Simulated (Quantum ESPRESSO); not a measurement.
# Au (Im-3m) in Quantum ESPRESSO: further runs

Aim: see how the results for Au move with the level of theory and the settings. Levels: PBEsol, LDA. Tasks: band structure, single point, equation of state.

Program: Quantum ESPRESSO 7.5. These are calculated values, not measurements. Logs are shortened: lines on timing, memory, paths and dates and some standing lists are left out, and cuts for length are marked.

## Step 1: Starting point

It takes space group Im-3m (No. 229, cubic). The conventional cell has a = 3.315 Å, b = 3.315 Å, c = 3.315 Å, α = 90.00°, β = 90.00°, γ = 90.00°. Around Au (site symmetry m-3m) lie 8 Au at 2.87 Å.

This isn't the form of Au at room conditions, which is fcc.

## Step 2: Band structure, PBEsol

pw.in

```
&CONTROL
  calculation = 'scf'
  prefix = 'pwscf'
  outdir = './tmp'
  pseudo_dir = './pseudo'
  tprnfor = .true.
  tstress = .true.
  disk_io = 'low'
/
&SYSTEM
  ibrav = 0
  nat = 1
  ntyp = 1
  ecutwfc = 45
  ecutrho = 360
  nbnd = 11
  occupations = 'smearing'
  smearing = 'fd'
  degauss = 0.00367493
/
&ELECTRONS
  conv_thr = 2d-10
  electron_maxstep = 120
  mixing_beta = 0.5
/
ATOMIC_SPECIES
Au   196.9666 au_pbesol_v1.uspp.F.UPF
CELL_PARAMETERS angstrom
  -1.6572690000    1.6572690000    1.6572690000
   1.6572690000   -1.6572690000    1.6572690000
   1.6572690000    1.6572690000   -1.6572690000
ATOMIC_POSITIONS crystal
Au     0.0000000000    0.0000000000    0.0000000000
K_POINTS automatic
11 11 11 0 0 0
```

bands.in

```
&CONTROL
  calculation = 'bands'
  prefix = 'pwscf'
  outdir = './tmp'
  pseudo_dir = './pseudo'
  disk_io = 'low'
  verbosity = 'high'
/
&SYSTEM
  ibrav = 0
  nat = 1
  ntyp = 1
  ecutwfc = 45
  ecutrho = 360
  nbnd = 11
  occupations = 'smearing'
  smearing = 'fd'
  degauss = 0.00367493
/
&ELECTRONS
  conv_thr = 1d-08
  electron_maxstep = 120
  mixing_beta = 0.5
  diago_full_acc = .true.
  startingwfc = 'random'
/
ATOMIC_SPECIES
Au   196.9666 au_pbesol_v1.uspp.F.UPF
CELL_PARAMETERS angstrom
  -1.6572690000    1.6572690000    1.6572690000
   1.6572690000   -1.6572690000    1.6572690000
   1.6572690000    1.6572690000   -1.6572690000
ATOMIC_POSITIONS crystal
Au     0.0000000000    0.0000000000    0.0000000000
K_POINTS crystal
60
 0.0000000000  0.0000000000  0.0000000000 1
 0.0416666667 -0.0416666667  0.0416666667 1
 0.0833333333 -0.0833333333  0.0833333333 1
 0.1250000000 -0.1250000000  0.1250000000 1
 0.1666666667 -0.1666666667  0.1666666667 1
 0.2083333333 -0.2083333333  0.2083333333 1
 0.2500000000 -0.2500000000  0.2500000000 1
 0.2916666667 -0.2916666667  0.2916666667 1
 0.3333333333 -0.3333333333  0.3333333333 1
 0.3750000000 -0.3750000000  0.3750000000 1
 0.4166666667 -0.4166666667  0.4166666667 1
 0.4583333333 -0.4583333333  0.4583333333 1
 0.5000000000 -0.5000000000  0.5000000000 1
 0.4375000000 -0.4375000000  0.5000000000 1
 0.3750000000 -0.3750000000  0.5000000000 1
 0.3125000000 -0.3125000000  0.5000000000 1
 0.2500000000 -0.2500000000  0.5000000000 1
 0.1875000000 -0.1875000000  0.5000000000 1
 0.1250000000 -0.1250000000  0.5000000000 1
 0.0625000000 -0.0625000000  0.5000000000 1
 0.0000000000  0.0000000000  0.5000000000 1
 0.0000000000  0.0000000000  0.4444444444 1
 0.0000000000  0.0000000000  0.3888888889 1
 0.0000000000  0.0000000000  0.3333333333 1
 0.0000000000  0.0000000000  0.2777777778 1
 0.0000000000  0.0000000000  0.2222222222 1
 0.0000000000  0.0000000000  0.1666666667 1
 0.0000000000  0.0000000000  0.1111111111 1
 0.0000000000  0.0000000000  0.0555555556 1
 0.0000000000  0.0000000000  0.0000000000 1
 0.0227272727  0.0227272727  0.0227272727 1
 0.0454545455  0.0454545455  0.0454545455 1
 0.0681818182  0.0681818182  0.0681818182 1
 0.0909090909  0.0909090909  0.0909090909 1
 0.1136363636  0.1136363636  0.1136363636 1
 0.1363636364  0.1363636364  0.1363636364 1
 0.1590909091  0.1590909091  0.1590909091 1
 0.1818181818  0.1818181818  0.1818181818 1
 0.2045454545  0.2045454545  0.2045454545 1
 0.2272727273  0.2272727273  0.2272727273 1
 0.2500000000  0.2500000000  0.2500000000 1
 0.2708333333  0.1875000000  0.2708333333 1
 0.2916666667  0.1250000000  0.2916666667 1
 0.3125000000  0.0625000000  0.3125000000 1
 0.3333333333  0.0000000000  0.3333333333 1
 0.3541666667 -0.0625000000  0.3541666667 1
 0.3750000000 -0.1250000000  0.3750000000 1
 0.3958333333 -0.1875000000  0.3958333333 1
 0.4166666667 -0.2500000000  0.4166666667 1
 0.4375000000 -0.3125000000  0.4375000000 1
 0.4583333333 -0.3750000000  0.4583333333 1
 0.4791666667 -0.4375000000  0.4791666667 1
 0.5000000000 -0.5000000000  0.5000000000 1
 0.2500000000  0.2500000000  0.2500000000 1
 0.2083333333  0.2083333333  0.2916666667 1
 0.1666666667  0.1666666667  0.3333333333 1
 0.1250000000  0.1250000000  0.3750000000 1
 0.0833333333  0.0833333333  0.4166666667 1
 0.0416666667  0.0416666667  0.4583333333 1
 0.0000000000  0.0000000000  0.5000000000 1
```

Potentials or basis: GBRV 1.5 PBEsol.

Launch:

```sh
$ OMP_NUM_THREADS=1 mpirun -n 2 pw.x -nk 2 -in pw.in > pw.out
$ OMP_NUM_THREADS=1 mpirun -n 2 pw.x -nk 2 -in bands.in > bands.out
```

pw.out:

```text
This program is part of the open-source Quantum ESPRESSO suite
     for quantum simulation of materials; please cite
[... 13 lines left out ...]
     --------------------
     sticks:   dense  smooth     PW     G-vecs:    dense   smooth      PW
     Sum         797     399    129                14171     5017     959

     Using Slab Decomposition

     bravais-lattice index     =            0
     lattice parameter (alat)  =       5.4244  a.u.
     unit-cell volume          =     122.8671 (a.u.)^3
     number of atoms/cell      =            1
     number of atomic types    =            1
     number of electrons       =        11.00
     number of Kohn-Sham states=           11
     kinetic-energy cutoff     =      45.0000  Ry
     charge density cutoff     =     360.0000  Ry
     scf convergence threshold =      2.0E-10
     mixing beta               =       0.5000
     number of iterations used =            8  plain     mixing
     Exchange-correlation= SLA  PW   PSX  PSC
                           (   1   4  10   8   0   0   0)

     celldm(1)=   5.424410  celldm(2)=   0.000000  celldm(3)=   0.000000
     celldm(4)=   0.000000  celldm(5)=   0.000000  celldm(6)=   0.000000

     crystal axes: (cart. coord. in units of alat)
               a(1) = (  -0.577350   0.577350   0.577350 )
               a(2) = (   0.577350  -0.577350   0.577350 )
               a(3) = (   0.577350   0.577350  -0.577350 )

     reciprocal axes: (cart. coord. in units 2 pi/alat)
               b(1) = ( -0.000000  0.866025  0.866025 )
               b(2) = (  0.866025 -0.000000  0.866025 )
               b(3) = (  0.866025  0.866025  0.000000 )

     PseudoPot. # 1 for Au read from file:
     au_pbesol_v1.uspp.F.UPF
     Pseudo is Ultrasoft + core correction, Zval = 11.0
     Generated by new atomic code, or converted to UPF format
     Using radial grid of  985 points,  7 beta functions with:
                l(1) =   0
                l(2) =   0
                l(3) =   1
                l(4) =   1
                l(5) =   2
                l(6) =   2
                l(7) =   3
     Q(r) pseudized with  6 coefficients,  rinner =    1.900   1.900   1.900
                                                       1.900   1.900   1.900
                                                       1.900

     atomic species   valence    mass     pseudopotential
     Au               11.00   196.96660     Au( 1.00)

     48 Sym. Ops., with inversion, found

   Cartesian axes

     site n.     atom                  positions (alat units)
         1        Au     tau(   1) = (   0.0000000   0.0000000   0.0000000  )

     number of k points=    56  Fermi-Dirac smearing, width (Ry)=  0.0037
                       cart. coord. in units 2pi/alat
        k(    1) = (   0.0000000   0.0000000   0.0000000), wk =   0.0015026
        k(    2) = (   0.0787296   0.0787296   0.0000000), wk =   0.0180316
        k(    3) = (   0.1574592   0.1574592   0.0000000), wk =   0.0180316
        k(    4) = (   0.2361887   0.2361887   0.0000000), wk =   0.0180316
        k(    5) = (   0.3149183   0.3149183   0.0000000), wk =   0.0180316
        k(    6) = (   0.3936479   0.3936479   0.0000000), wk =   0.0180316
[... 48 lines left out ...]
        k(   55) = (  -0.7872958  -0.0787296  -0.0787296), wk =   0.0120210
        k(   56) = (  -0.0000000  -0.0000000   0.7872958), wk =   0.0090158

     Dense  grid:    14171 G-vectors     FFT dimensions: (  36,  36,  36)

     Smooth grid:     5017 G-vectors     FFT dimensions: (  24,  24,  24)

     Initial potential from superposition of free atoms

     starting charge      10.9999, renormalised to      11.0000
     Starting wfcs are    9 randomized atomic wfcs +    2 random wfcs

     Self-consistent Calculation

     iteration #  1     ecut=    45.00 Ry     beta= 0.50
     Davidson diagonalization with overlap
     ethr =  1.00E-02,  avg # of iterations =  4.6

     Threshold (ethr) on eigenvalues was too large:
     Diagonalizing with lowered threshold

[... 58 lines left out ...]
    31.8301  33.3147  33.5875

          k = 0.2362 0.2362 0.0000 (   628 PWs)   bands (ev):

     6.7960   8.8894   9.7625  10.9471  11.0398  11.2929  24.6486  28.3848
    31.0736  33.1395  33.6327

          k = 0.3149 0.3149 0.0000 (   632 PWs)   bands (ev):

     7.2713   8.6483  10.7964  11.2501  11.3484  11.9134  20.9187  27.0806
    28.8686  34.2334  34.3829

          k = 0.3936 0.3936 0.0000 (   626 PWs)   bands (ev):

     7.3054   8.5105  11.0656  11.3887  12.5147  13.0455  17.8215  26.3654
    27.5603  34.7264  34.9879

          k = 0.1575 0.0787 0.0787 (   629 PWs)   bands (ev):

     5.5784   9.2980   9.3862  10.0894  10.9714  11.2604  29.6231  29.9163
    31.2472  32.4695  34.2584

          k = 0.2362 0.1575 0.0787 (   623 PWs)   bands (ev):

     6.5157   9.0631   9.3719  10.8390  10.8807  11.3257  26.5853  28.5190
    30.6168  32.2209  34.7345

          k = 0.3149 0.2362 0.0787 (   625 PWs)   bands (ev):

     7.3095   8.8003   9.8392  10.9359  11.3757  11.9191  22.7838  27.1689
    28.8663  33.4326  34.9256

          k = 0.3936 0.3149 0.0787 (   631 PWs)   bands (ev):

     7.4803   8.6126  10.7598  11.1310  11.6487  13.2349  19.2792  26.1318
    27.4816  34.4300  34.9645

          k = 0.4724 0.3936 0.0787 (   626 PWs)   bands (ev):

     7.4638   8.5456  11.0644  11.1063  12.0703  14.5531  17.1291  25.7225
    26.9669  34.8354  34.9773

          k = 0.3149 0.1575 0.1575 (   624 PWs)   bands (ev):

     7.4084   9.0623   9.1418  10.8265  11.3838  11.9945  24.1914  26.1055
    29.1247  32.6249  34.9564

          k = 0.3936 0.2362 0.1575 (   627 PWs)   bands (ev):

     7.8619   8.8348   9.6980  10.9546  11.4659  13.4622  21.0018  24.4734
    28.0581  33.4143  34.9807

          k = 0.4724 0.3149 0.1575 (   625 PWs)   bands (ev):

     7.8705   8.7188  10.2972  11.0697  11.6804  15.3342  18.0039  23.5429
    27.4519  34.2305  34.9805
[... 163 lines left out ...]
     8.6410   8.7303   9.3883  11.3398  11.8897  16.9532  19.3154  20.8131
    30.1945  30.9801  32.9477

          k =-0.0000-0.0000 0.4724 (   615 PWs)   bands (ev):

     8.3395   9.0822  10.2334  10.2334  10.9594  12.4568  25.8620  26.2289
    26.2289  29.0449  34.9746

          k =-0.0000-0.0787 0.5511 (   627 PWs)   bands (ev):

     8.4772   8.7010  10.3164  10.6033  11.6654  13.8282  22.6592  24.5113
    26.7198  29.5402  34.8921

          k =-0.0000-0.1575 0.6298 (   626 PWs)   bands (ev):

     8.2677   8.6869  10.2596  10.7211  12.3068  16.2135  19.2587  23.4184
    27.0959  30.8572  33.0433

          k = 0.0787-0.0787 0.6298 (   636 PWs)   bands (ev):

     8.3468   8.4324  10.3827  11.2082  11.9971  15.7537  21.0936  22.1837
    27.4209  29.6347  32.7919

          k =-0.7873-0.1575-0.1575 (   635 PWs)   bands (ev):

     8.2320   8.3823  10.3380  11.4727  12.1902  17.9572  18.8373  21.3176
    28.0420  30.6989  30.7020

          k =-0.0000-0.0000 0.6298 (   638 PWs)   bands (ev):

     8.2477   8.3112  11.1556  11.1556  11.7125  15.1984  22.7829  22.7829
    25.3210  29.0901  32.6570

          k =-0.0000-0.0787 0.7086 (   637 PWs)   bands (ev):

     8.0167   8.1031  11.3193  11.5004  12.2171  17.3593  20.2743  21.6632
    25.8740  29.4301  30.6304

          k =-0.7873-0.0787-0.0787 (   637 PWs)   bands (ev):

     7.9327   7.9327  11.4129  12.1193  12.1193  18.9665  20.0342  20.0342
    25.6963  29.5894  29.5894

          k =-0.0000-0.0000 0.7873 (   642 PWs)   bands (ev):

     7.7813   7.8036  12.0918  12.0918  12.1929  18.9871  20.4966  20.4966
    23.8704  29.1930  29.5021

     the Fermi energy is    13.8378 ev

!    total energy              =    -114.74558223 Ry
     estimated scf accuracy    <          1.1E-11 Ry
     smearing contrib. (-TS)   =      -0.00043595 Ry
     internal energy E=F+TS    =    -114.74514628 Ry

     The total energy is F=E-TS. E is the sum of the following terms:
     one-electron contribution =       8.49163320 Ry
     hartree contribution      =       8.99389959 Ry
     xc contribution           =     -61.92775052 Ry
     ewald contribution        =     -70.30292855 Ry

     convergence has been achieved in   8 iterations

     Forces acting on atoms (cartesian axes, Ry/au):

     atom    1 type  1   force =     0.00000000    0.00000000    0.00000000

     Total force =     0.000000     Total SCF correction =     0.000000

     Computing stress (Cartesian axis) and pressure

          total   stress  (Ry/bohr**3)                   (kbar)     P=      -92.53
  -0.00062900  -0.00000000  -0.00000000          -92.53       -0.00       -0.00
  -0.00000000  -0.00062900   0.00000000           -0.00      -92.53        0.00
  -0.00000000   0.00000000  -0.00062900           -0.00        0.00      -92.53

=------------------------------------------------------------------------------=
   JOB DONE.
=------------------------------------------------------------------------------=
```

It took 8 s on 2 MPI ranks of Intel Xeon 6975P-C (Granite Rapids), shared host; peak memory 0.2 GiB.

Results:

| Item | Value |
| --- | --- |
| Free energy | -1561.1932 eV |
| Pressure | -9.3 GPa |
| Band gap on the k mesh | none (metal or under the smearing width) |

Levels at the corners of the path, in eV from the Fermi level:
```csv
point,band 1,band 2,band 3,band 4,band 5,band 6,band 7,band 8,band 9,band 10
Γ,-9.09,-4.36,-4.36,-4.36,-2.62,-2.62,16.68,16.68,16.68,21.04
H,-6.12,-6.12,-1.58,-1.58,-1.58,6.32,6.32,6.32,9.09,15.37
N,-6.54,-5.35,-2.75,-2.44,-1.24,-0.28,3.33,12.44,13.55,20.98
Γ,-9.09,-4.36,-4.36,-4.36,-2.62,-2.62,16.68,16.68,16.68,21.04
P,-4.82,-4.82,-4.82,-2.40,-2.40,2.80,7.04,7.04,7.04,21.15
H,-6.12,-6.12,-1.58,-1.58,-1.58,6.32,6.32,6.32,9.09,15.37
P,-4.82,-4.82,-4.82,-2.40,-2.40,2.80,7.04,7.04,7.04,21.15
N,-6.54,-5.35,-2.75,-2.44,-1.24,-0.28,3.33,12.44,13.55,20.98
```

Caveat: some levels on the path didn't converge; spin-orbit coupling is left out, which moves the levels of the heavy elements.

## Step 3: Single point, LDA, 17.11 Å³/atom

pw.in

```
&CONTROL
  calculation = 'scf'
  prefix = 'pwscf'
  outdir = './tmp'
  pseudo_dir = './pseudo'
  tstress = .true.
  disk_io = 'nowf'
/
&SYSTEM
  ibrav = 0
  nat = 1
  ntyp = 1
  ecutwfc = 45
  ecutrho = 360
  nbnd = 11
  occupations = 'smearing'
  smearing = 'fd'
  degauss = 0.00367493
/
&ELECTRONS
  conv_thr = 2d-10
  electron_maxstep = 120
  mixing_beta = 0.5
/
ATOMIC_SPECIES
Au   196.9666 au_lda_v1.uspp.F.UPF
CELL_PARAMETERS angstrom
  -1.6234376908    1.6234376908    1.6234376908
   1.6234376908   -1.6234376908    1.6234376908
   1.6234376908    1.6234376908   -1.6234376908
ATOMIC_POSITIONS crystal
Au     0.0000000000    0.0000000000    0.0000000000
K_POINTS automatic
11 11 11 0 0 0
```

Potentials or basis: GBRV 1.5 LDA.

Launch:

```sh
$ OMP_NUM_THREADS=1 mpirun -n 2 pw.x -nk 2 -in pw.in > pw.out
```

Run time: 4 s. Hardware: 2 MPI ranks of Intel Xeon 6975P-C (Granite Rapids), shared host; peak memory 0.2 GiB.

Results (log left out):

| Quantity | Value |
| --- | --- |
| Free energy | -1563.4928 eV |
| Pressure | -5.3 GPa |
| Band gap on the k mesh | none (metal or under the smearing width) |

## Step 4: Single point, LDA, 17.48 Å³/atom

Edit pw.in of step 3 so:

```diff
@@ -27,5 +27,5 @@
 CELL_PARAMETERS angstrom
-  -1.6234376908    1.6234376908    1.6234376908
-   1.6234376908   -1.6234376908    1.6234376908
-   1.6234376908    1.6234376908   -1.6234376908
+  -1.6348707273    1.6348707273    1.6348707273
+   1.6348707273   -1.6348707273    1.6348707273
+   1.6348707273    1.6348707273   -1.6348707273
 ATOMIC_POSITIONS crystal
```

Launch:

```sh
$ OMP_NUM_THREADS=1 mpirun -n 2 pw.x -nk 2 -in pw.in > pw.out
```

Run time: 4.3 s. Hardware: 2 MPI ranks of Intel Xeon 6975P-C (Granite Rapids), shared host; peak memory 0.2 GiB.

It converged, with:

```yaml
Free_energy: -1563.4774 eV
Pressure: -8.4 GPa
Band_gap_on_the_k_mesh: none (metal or under the smearing width)
```

## Step 5: Single point, LDA, 17.84 Å³/atom

Edit pw.in of step 4 so:

```diff
@@ -27,5 +27,5 @@
 CELL_PARAMETERS angstrom
-  -1.6348707273    1.6348707273    1.6348707273
-   1.6348707273   -1.6348707273    1.6348707273
-   1.6348707273    1.6348707273   -1.6348707273
+  -1.6461460541    1.6461460541    1.6461460541
+   1.6461460541   -1.6461460541    1.6461460541
+   1.6461460541    1.6461460541   -1.6461460541
 ATOMIC_POSITIONS crystal
```

Launch:

```sh
$ OMP_NUM_THREADS=1 mpirun -n 2 pw.x -nk 2 -in pw.in > pw.out
```

Run time: 4.2 s. Hardware: 2 MPI ranks of Intel Xeon 6975P-C (Granite Rapids), shared host; peak memory 0.2 GiB.

The run converged. Its results:

```
Free energy            : -1563.4553 eV
Pressure               : -11.1 GPa
Band gap on the k mesh : none (metal or under the smearing width)
```

## Step 6: Single point, LDA, 18.21 Å³/atom

Edit pw.in of step 5 so:

```diff
@@ -27,5 +27,5 @@
 CELL_PARAMETERS angstrom
-  -1.6461460541    1.6461460541    1.6461460541
-   1.6461460541   -1.6461460541    1.6461460541
-   1.6461460541    1.6461460541   -1.6461460541
+  -1.6572690000    1.6572690000    1.6572690000
+   1.6572690000   -1.6572690000    1.6572690000
+   1.6572690000    1.6572690000   -1.6572690000
 ATOMIC_POSITIONS crystal
```

Potentials or basis: GBRV 1.5 LDA.

Launch:

```sh
$ OMP_NUM_THREADS=1 mpirun -n 2 pw.x -nk 2 -in pw.in > pw.out
```

Run time: 4 s. Hardware: 2 MPI ranks of Intel Xeon 6975P-C (Granite Rapids), shared host; peak memory 0.2 GiB.

Results (log left out):

```
Free energy            : -1563.4277 eV
Pressure               : -13.4 GPa
Band gap on the k mesh : none (metal or under the smearing width)
```

## Step 7: Single point, LDA, 18.57 Å³/atom

Edit pw.in of step 6 so:

```diff
@@ -27,5 +27,5 @@
 CELL_PARAMETERS angstrom
-  -1.6572690000    1.6572690000    1.6572690000
-   1.6572690000   -1.6572690000    1.6572690000
-   1.6572690000    1.6572690000   -1.6572690000
+  -1.6682446112    1.6682446112    1.6682446112
+   1.6682446112   -1.6682446112    1.6682446112
+   1.6682446112    1.6682446112   -1.6682446112
 ATOMIC_POSITIONS crystal
```

Launch:

```sh
$ OMP_NUM_THREADS=1 mpirun -n 2 pw.x -nk 2 -in pw.in > pw.out
```

Run time: 4.2 s. Hardware: 2 MPI ranks of Intel Xeon 6975P-C (Granite Rapids), shared host; peak memory 0.2 GiB.

It converged, with:

```yaml
Free_energy: -1563.3951 eV
Pressure: -15.4 GPa
Band_gap_on_the_k_mesh: none (metal or under the smearing width)
```

## Step 8: Single point, LDA, 18.94 Å³/atom

Edit pw.in of step 7 so:

```diff
@@ -27,5 +27,5 @@
 CELL_PARAMETERS angstrom
-  -1.6682446112    1.6682446112    1.6682446112
-   1.6682446112   -1.6682446112    1.6682446112
-   1.6682446112    1.6682446112   -1.6682446112
+  -1.6790776720    1.6790776720    1.6790776720
+   1.6790776720   -1.6790776720    1.6790776720
+   1.6790776720    1.6790776720   -1.6790776720
 ATOMIC_POSITIONS crystal
```

Launch:

```sh
$ OMP_NUM_THREADS=1 mpirun -n 2 pw.x -nk 2 -in pw.in > pw.out
```

Run time: 4.2 s. Hardware: 2 MPI ranks of Intel Xeon 6975P-C (Granite Rapids), shared host; peak memory 0.2 GiB.

It converged, with:

```
Free energy            : -1563.3584 eV
Pressure               : -17.1 GPa
Band gap on the k mesh : none (metal or under the smearing width)
```

## Step 9: Single point, LDA, 19.30 Å³/atom

Edit pw.in of step 8 so:

```diff
@@ -27,5 +27,5 @@
 CELL_PARAMETERS angstrom
-  -1.6790776720    1.6790776720    1.6790776720
-   1.6790776720   -1.6790776720    1.6790776720
-   1.6790776720    1.6790776720   -1.6790776720
+  -1.6897727226    1.6897727226    1.6897727226
+   1.6897727226   -1.6897727226    1.6897727226
+   1.6897727226    1.6897727226   -1.6897727226
 ATOMIC_POSITIONS crystal
```

Potentials or basis: GBRV 1.5 LDA.

Launch:

```sh
$ OMP_NUM_THREADS=1 mpirun -n 2 pw.x -nk 2 -in pw.in > pw.out
```

It took 4.1 s on 2 MPI ranks of Intel Xeon 6975P-C (Granite Rapids), shared host; peak memory 0.2 GiB.

Results (log left out):

| Quantity | Value |
| --- | --- |
| Free energy | -1563.3181 eV |
| Pressure | -18.6 GPa |
| Band gap on the k mesh | none (metal or under the smearing width) |

## Step 10: Equation of state, LDA

This step only gathers the single runs of the series.

Results:

* Equilibrium volume: 16.61 Å³/atom (rough: see the caveat)
* Bulk modulus: 188 GPa (rough)

Energy against volume, from the lowest point:
```tsv
volume (Å³/atom)	energy (meV/atom)
17.115	0.00
17.479	15.35
17.843	37.43
18.207	65.09
18.571	97.64
18.935	134.36
19.299	174.71
```

Caveat: the minimum lies outside the volumes run.
